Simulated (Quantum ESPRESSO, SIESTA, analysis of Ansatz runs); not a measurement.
# H_i (antibonding, by P) in BP (F-43m): levels and formation energies (SIESTA)

Question: at which Fermi levels does H_i (antibonding, by P) in BP (F-43m) change its charge? Model: a cell of 54 host atoms with 1 H put in.

Main program and level: SIESTA 5.4.2; SIESTA numerical-orbital DFT, PBEsol, DZP basis, PseudoDojo 0.4.1 potentials converted to PSML; charged supercells in a uniform background, point-charge correction with alignment at far sites; the defect is named by its starting site, which the atom put in leaves on relaxing, at some charges or all.

**1. Starting point**

The cell holds 55 atoms: 27 B, 27 P and 1 H. Cell: a = 9.661 Å, b = 9.661 Å, c = 9.661 Å, α = 60.0°, β = 60.0°, γ = 60.0°. It derives from BP (space group F-43m). Nearest the centre at fractional (0.189, 0.523, 0.523): H55 at 0.00 Å, P10 at 1.44 Å, B17 at 2.02 Å, B33 at 2.02 Å, B29 at 2.02 Å, P46 at 2.21 Å, P8 at 2.21 Å, P4 at 2.21 Å.

Structure file:

```xyz
55
Lattice="0.0000 6.8314 6.8314 6.8314 0.0000 6.8314 6.8314 6.8314 0.0000" Properties=species:S:1:pos:R:3 pbc="T T T"
B     0.0000    0.0000    0.0000
P     3.4157    3.4157    3.4157
B     2.2771    2.2771    0.0000
P     5.6928    5.6928    3.4157
B     4.5542    4.5542    0.0000
P     7.9699    7.9699    3.4157
B     2.2771    0.0000    2.2771
P     5.6928    3.4157    5.6928
B     4.5542    2.2771    2.2771
P     7.9699    5.6928    5.6928
B     6.8313    4.5542    2.2771
P    10.2470    7.9699    5.6928
B     4.5542    0.0000    4.5542
P     7.9699    3.4157    7.9699
B     6.8313    2.2771    4.5542
P    10.2470    5.6928    7.9699
B     9.1085    4.5542    4.5542
P    12.5242    7.9699    7.9699
B     0.0000    2.2771    2.2771
P     3.4157    5.6928    5.6928
B     2.2771    4.5542    2.2771
P     5.6928    7.9699    5.6928
B     4.5542    6.8313    2.2771
P     7.9699   10.2470    5.6928
B     2.2771    2.2771    4.5542
P     5.6928    5.6928    7.9699
B     4.5542    4.5542    4.5542
P     7.9699    7.9699    7.9699
B     6.8313    6.8313    4.5542
P    10.2470   10.2470    7.9699
B     4.5542    2.2771    6.8313
P     7.9699    5.6928   10.2470
B     6.8313    4.5542    6.8313
P    10.2470    7.9699   10.2470
B     9.1084    6.8313    6.8313
P    12.5242   10.2470   10.2470
B     0.0000    4.5542    4.5542
P     3.4157    7.9699    7.9699
B     2.2771    6.8313    4.5542
P     5.6928   10.2470    7.9699
B     4.5542    9.1085    4.5542
P     7.9699   12.5242    7.9699
B     2.2771    4.5542    6.8313
P     5.6928    7.9699   10.2470
B     4.5542    6.8313    6.8313
P     7.9699   10.2470   10.2470
B     6.8313    9.1084    6.8313
P    10.2470   12.5242   10.2470
B     4.5542    4.5542    9.1085
P     7.9699    7.9699   12.5242
B     6.8313    6.8313    9.1084
P    10.2470   10.2470   12.5242
B     9.1084    9.1084    9.1084
P    12.5242   12.5242   12.5242
H     7.1403    4.8632    4.8632
```

Screening for the image-charge correction: ε∞ = 9.44, ε0 = 9.57, from a response run on this crystal (DFPT, PBEsol, Quantum ESPRESSO) at that run's own cell.

The cell's shortest repeat is 9.7 Å.

The primitive cell was relaxed at this level beforehand, to 23.61 Å³.

The defect-free supercell was relaxed beforehand, from displaced atoms: they ended at most 0.01 Å from the sites they started about, so the symmetric structure holds.

**2. Band edges**

Levels are counted from the valence top, which comes from the unit cell, dense mesh; the energy of the host comes from the defect-free supercell at the defects' own k-points, so that the host's part of the sampling error cancels.

Contents of host.fdf:

```
SystemName                      BP
SystemLabel                     host
NumberOfSpecies                 2
NumberOfAtoms                   2
%block ChemicalSpeciesLabel
  1    5 B
  2   15 P
%endblock ChemicalSpeciesLabel
LatticeConstant                 1.0 Ang
%block LatticeVectors
    -0.000003000     2.277117000     2.277117000
     2.277117000    -0.000003000     2.277117000
     2.277117000     2.277117000    -0.000003000
%endblock LatticeVectors
AtomicCoordinatesFormat         Fractional
%block AtomicCoordinatesAndAtomicSpecies
    -0.000003733    -0.000003733    -0.000003733  1
     0.750003678     0.750003678     0.750003678  2
%endblock AtomicCoordinatesAndAtomicSpecies
%block kgrid.MonkhorstPack
   12   0   0  0.00
    0  12   0  0.00
    0   0  12  0.00
%endblock kgrid.MonkhorstPack
XC.Functional                   GGA
XC.Authors                      PBEsol
PAO.BasisSize                   DZP
PAO.EnergyShift                 0.005 Ry
Mesh.Cutoff                     300 Ry
OccupationFunction              FD
ElectronicTemperature           0.01 eV
MaxSCFIterations                150
SCF.MustConverge                true
SCF.Mixer.Method                Pulay
SCF.Mixer.Weight                0.2
SCF.Mixer.History               10
SCF.DM.Tolerance                1.0e-4
SCF.H.Tolerance                 1.0e-3 eV
WriteForces                     true
Charge.Mulliken                 end
```

Started as:

```console
OMP_NUM_THREADS=1 siesta host.fdf > host.out
```

The log of the run:

```text
Version         : 5.4.2

                           ***********************
                           *  WELCOME TO SIESTA  *
                           ***********************

[...]
reinit: Reading from file host.fdf

reinit: -----------------------------------------------------------------------
reinit: System Name: BP
reinit: -----------------------------------------------------------------------
reinit: System Label: host
reinit: -----------------------------------------------------------------------

initatom: Reading input for the pseudopotentials and atomic orbitals ----------
Species number:   1 Atomic number:    5 Label: B
Species number:   2 Atomic number:   15 Label: P

[... pseudopotential checks and orbital generation ...]

prinput: Basis input

PAO.BasisType split

%block ChemicalSpeciesLabel
    1    5 B                       # Species index, atomic number, species label
    2   15 P                       # Species index, atomic number, species label
%endblock ChemicalSpeciesLabel

%block PAO.Basis                 # Define Basis set
# WARNING: This information might be incomplete!
[...]
(Free)E + p*V (eV/cell)     -268.8399
Target enthalpy (eV/cell)     -268.8331
[...]
siesta: Final energy (eV):
siesta:  Band Struct. =     -95.648576
siesta:       Kinetic =     123.568275
siesta:       Hartree =      16.654660
siesta:         Exch. =     -78.793636
siesta:         Corr. =     -10.728831
siesta:   Exch.-corr. =     -89.522468
siesta:  Ion-electron =    -151.401772
siesta:       Ion-ion =    -168.131831
siesta:         Total =    -268.833135
siesta:         Fermi =      -4.924779
[...]
siesta: Stress tensor (static) (eV/Ang**3):
siesta:     0.000284   -0.000013   -0.000013
siesta:    -0.000013    0.000284   -0.000013
siesta:    -0.000013   -0.000013    0.000284
[...]
siesta: Cell volume =         23.614942 Ang**3
[...]
siesta: Pressure (static):
siesta:                Solid            Molecule  Units
siesta:          -0.00000310         -0.00000195  Ry/Bohr**3
siesta:          -0.00028447         -0.00017932  eV/Ang**3
siesta:          -0.45577181         -0.28729665  kBar
[...]
mulliken: Qtot =        8.000

Mulliken Atomic Populations:
Atom #   charge [q] valence [e]  Species
     1    -0.480469    3.480469  B
     2     0.480469    4.519531  P
 Total     0.000000

Job completed
```

Elapsed: 26 s, on 1 MPI rank of Arm Neoverse V1, shared host; peak memory 0.19 GiB.

The gap at this level is 1.15 eV.

Test of the sampling: at one point at (¼, ¼, ¼) the host's energy lies 152 meV an atom above its value on the primitive cell's dense mesh, too far, so all defect runs take a 2×2×2 mesh.

[end of part 1 of 3]

[Logs are printed without paths, hosts, clocks, repeated set-up lines and the standing remarks that a program may print on its own settings, such as how far it seeks lower states.]

[Hosts, paths, dates, database ids (printed as entryN), source tags and the programs' standing remarks are cut or masked in the printed files.]

[For some hosts the program warned that the k-mesh of the response run may be too coarse for force constants and the static dielectric constant; such warnings are not shown here.]

[Charge tables in the logs are Mulliken or Hirshfeld populations, whose sizes and signs can differ; where basis functions stand at a vacancy, SIESTA counts their charge against the missing atom's valence.]

[In relaxation paths of CP2K, step 0 can be the structure after the first move, since the trajectory file begins there, and the last row can be the final structure solved once more.]
